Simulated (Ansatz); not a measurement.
# HfSiO4: the band gap up the ladder of functionals

The task here is to estimate one member of a computed series from the others.

Program: Ansatz 0.2.0. PAW datasets, plane waves. No spin polarisation. The prototype was imposed, so other structures may be more stable.

## The cell

The cell was relaxed beforehand with r2SCAN.

The symmetry is P-1 (No. 2, triclinic); conventional cell a = 4.653 Å, b = 5.254 Å, c = 5.384 Å, α = 103.1°, β = 100.8°, γ = 94.6°, 10.40 Å³ an atom. Near Hf stand 7 O at 2.08–2.28 Å; near Si stand 5 O at 1.66–1.79 Å; near O stand 1 Si at 1.74 Å and 2 Hf at 2.09–2.12 Å; near O stand 1 Si at 1.66 Å and 2 Hf at 2.08–2.25 Å; near O stand 1 Si at 1.68 Å and 2 Hf at 2.09–2.28 Å.

As a file:

```cif
data_structure
_symmetry_space_group_name_H-M 'P-1'
_symmetry_Int_Tables_number 2
_cell_length_a 4.6525
_cell_length_b 5.2535
_cell_length_c 5.3835
_cell_angle_alpha 103.123
_cell_angle_beta 100.847
_cell_angle_gamma 94.586
_cell_volume 124.82
loop_
_atom_site_label
_atom_site_type_symbol
_atom_site_symmetry_multiplicity
_atom_site_Wyckoff_symbol
_atom_site_fract_x
_atom_site_fract_y
_atom_site_fract_z
_atom_site_occupancy
Hf1 Hf 2 i 0.54906 0.30449 0.70862 1
Si1 Si 2 i 0.07646 0.81481 0.80869 1
O1 O 2 i 0.29623 0.57740 0.88143 1
O2 O 2 i 0.77586 0.62071 0.62478 1
O3 O 2 i 0.69976 0.06306 0.35836 1
O4 O 2 i 0.10268 0.89368 0.14094 1
```

Set-up of the first run:

The input, input.yaml:

```yaml
crystal:
  lattice:
    - [5.2467992308, 0.2053081714, -0.1681202577]
    - [0.2082410827, 4.6192888998, 0.5144957973]
    - [-1.0744888056, 0.4837636345, 5.2529580973]
  atoms:
    - { symbol: Hf, position: [0.304491351, 0.4509429246, 0.7086196069] }
    - { symbol: Si, position: [0.8148108881, 0.9235442028, 0.8086883666] }
    - { symbol: Hf, position: [0.695508649, 0.5490570754, 0.2913803931] }
    - { symbol: Si, position: [0.1851891119, 0.0764557972, 0.1913116334] }
    - { symbol: O, position: [0.5773954614, 0.7037709253, 0.8814308094] }
    - { symbol: O, position: [0.6207053777, 0.224139348, 0.6247841762] }
    - { symbol: O, position: [0.4226045386, 0.2962290747, 0.1185691906] }
    - { symbol: O, position: [0.3792946223, 0.775860652, 0.3752158238] }
    - { symbol: O, position: [0.0630607438, 0.3002406584, 0.3583602035] }
    - { symbol: O, position: [0.8936826913, 0.8973152234, 0.1409405316] }
    - { symbol: O, position: [0.9369392562, 0.6997593416, 0.6416397965] }
    - { symbol: O, position: [0.1063173087, 0.1026847766, 0.8590594684] }
kpoints:
  mp_grid: { grid: [6, 6, 6] }
  band_path:
    path:
      - [[0.0, 0.0, 0.0], [-0.5, 6.760402612501e-18, -5.150658367203e-17]]
      - [[-4.561693977813e-17, 0.5, 3.724515815046e-17], [0.0, 0.0, 0.0], [6.586327301527e-18, 1.837919536442e-18, -0.5]]
      - [[0.5, -0.5, -0.5], [0.0, 0.0, 0.0], [5.01657661347e-17, -0.5, -0.5]]
      - [[0.5, 1.767706782321e-18, -0.5], [0.0, 0.0, 0.0], [-0.5, -0.5, -8.268429947266e-17]]
    npoints: 10
hamiltonian:
  xc: pbe
scf:
  occupations: { method: fermi_dirac, width: 0.02 }
  n_extra_bands: 7
output:
  forces: true
  stress: true
  eigenvalues: true
```

Steps of the session up to this table: PBE band path; Single point with r2SCAN; HSE06 at the same geometry; PBE+SOC; Single point with PBE0.

One of the session's tables, all rows but one given; the rest of the session is left out.

| level | gap (eV) |
| --- | --- |
| PBE | ? |
| r2SCAN | 5.19 |
| HSE06 | 6.38 |
| PBE+SOC | 4.64 |
| PBE0 | 7.15 |

Q: Estimate the row for PBE from the others.

The run gave: gap (eV): 4.67. In the column «gap (eV)» it lies between PBE+SOC (4.64) and r2SCAN (5.19).

Meshes: PBE 6×6×6, r2SCAN 6×6×6, HSE06 4×4×4, PBE+SOC 6×6×6, PBE0 4×4×4

What this shows: The gap runs from 4.64 eV (PBE+SOC) to 7.15 eV (PBE0). PBE reaches 73 % of the HSE06 value, and r2SCAN 81 %. PBE0 lies 0.77 eV above HSE06, which differs from it by screening the long-range exchange.

Caveats from the session: Warnings in the runs' records: stress exchange threshold loose, stress scf threshold loose.
